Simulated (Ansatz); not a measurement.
## Sn: pressure and energy change per atom as volume scale varies

All results are calculated (Ansatz 0.2.0). Plane-wave DFT, scalar-relativistic PAW made under PBE with cores redone for the functional, no dispersion; the given relaxed cell is scaled uniformly, energy at zero smearing counts from the unscaled cell, pressure at the given Fermi-Dirac smearing is positive in compression.

The cell before it is scaled or strained:
```
cell vectors (Å)
  -2.9773     2.9790     1.6031
   2.9790    -2.9773     1.6031
   2.9771     2.9771    -1.6000
atoms (fractions of the cell vectors)
Sn  0.00002  0.99998  0.00000
Sn  0.74998  0.25002  0.50000
```

Settings of every row: spin polarised no; functional PBE; wave cutoff 420 eV; smearing width 0.1 eV; k mesh 18x18x12.

Atom starting moment: 0 on all atoms.

Limits: bonds stretch with the cell, so the curve is stiffer than the relaxed crystal.

```
row  volume scale  V (Å³/atom)  pressure (GPa)  energy change per atom (meV)
  1          0.88       25.023            8.22                         75.72
  2          0.92        26.16            4.81                         30.45
  3          0.96       27.298            2.12                          6.73
  4          1.04       29.572           -1.68                          6.69
  5          1.08        30.71               ?                             ?
  6          1.12       31.847           -4.07                         49.77
```

Question: what pressure and energy change per atom should row 5 give?

Worked fit of pressure. Take u = (V_r/V)^(2/3) − 1 with V_r = 27.298 Å³ an atom, which is twice the finite (Eulerian) strain; such expansions in the strain, on which the Birch-Murnaghan equation of state is built, carry the rest volume and the bulk modulus. The shown rows have u = 0.05973, 0.02879, 0, -0.05195, -0.09765. Least squares give pressure = 2.139 + 86.97 × u + 241.5 × u² GPa; a straight line predicts inner rows, each left out in turn, worse (root mean square 0.68 against 0.061 GPa). The rows lie off it by 0.02, -0.03, -0.02, 0.05, -0.02 (root mean square 0.03 GPa). The withheld row has u = -0.07551, so the fit gives 2.139 + 86.97 × (-0.07551) + 241.5 × (-0.07551)² = -3.05 GPa.

The calculation gave -3.02 GPa. The fit lies 0.03 GPa (0.24 % of the column's range) below it; its largest miss of a shown row is 0.05 GPa.

Worked fit of energy change per atom. Take u = (V_r/V)^(2/3) − 1 with V_r = 27.298 Å³ an atom, which is twice the finite (Eulerian) strain; such expansions in the strain, on which the Birch-Murnaghan equation of state is built, carry the rest volume and the bulk modulus. The shown rows have u = 0.05973, 0.02879, 0, -0.05195, -0.09765. Least squares give energy change per atom = 6.995 + 542.62 × u + 10073.4 × u² meV; a straight line predicts inner rows, each left out in turn, worse (root mean square 29 against 0.91 meV). The rows lie off it by 0.38, -0.52, -0.26, 0.70, -0.29 (root mean square 0.46 meV). The withheld row has u = -0.07551, so the fit gives 6.995 + 542.62 × (-0.07551) + 10073.4 × (-0.07551)² = 23.46 meV.

The calculation gave 24.02 meV. The fit lies 0.56 meV (2.3 % of the value, 0.81 % of the column's range) below it; its largest miss of a shown row is 0.70 meV.
